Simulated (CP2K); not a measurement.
Hf:

```xyz
1
Lattice="2.8801 0.0000 0.0000 -1.0138 2.9223 0.0000 -0.9884 -1.1915 2.7682" Properties=species:S:1:pos:R:3 pbc="T T T"
Hf    0.0000    0.0000    0.0000
```

This isn't the form of Hf at room conditions, which is hcp.

Base run:

```yaml
Program: CP2K 2026.2
Functional: BEEF-vdW
Potentials_or_basis: POTENTIAL_UZH Hf GTH-PBE-q12; TZVP-MOLOPT-PBE-GTH basis
Density_cutoff: 9184 eV
k_mesh: 11 × 10 × 10
Occupations: fermi-dirac, width 0.05 eV
Spin: no spin polarisation
```

Its results: band gap on the k mesh none (metal or under the smearing width); pressure -2.4 GPa.

Question: The run is repeated on the same cell with these changes: functional from BEEF-vdW to PBEsol. What comes out?

Answer: Band gap on the k mesh none (metal or under the smearing width); pressure -6.5 GPa.

Caveats: the potentials were made for another functional, which shifts forces and pressure; the basis of atomic orbitals isn't converged, which shifts pressures, moduli and gaps; spin-orbit coupling is left out, which moves the levels of the heavy elements (some runs).
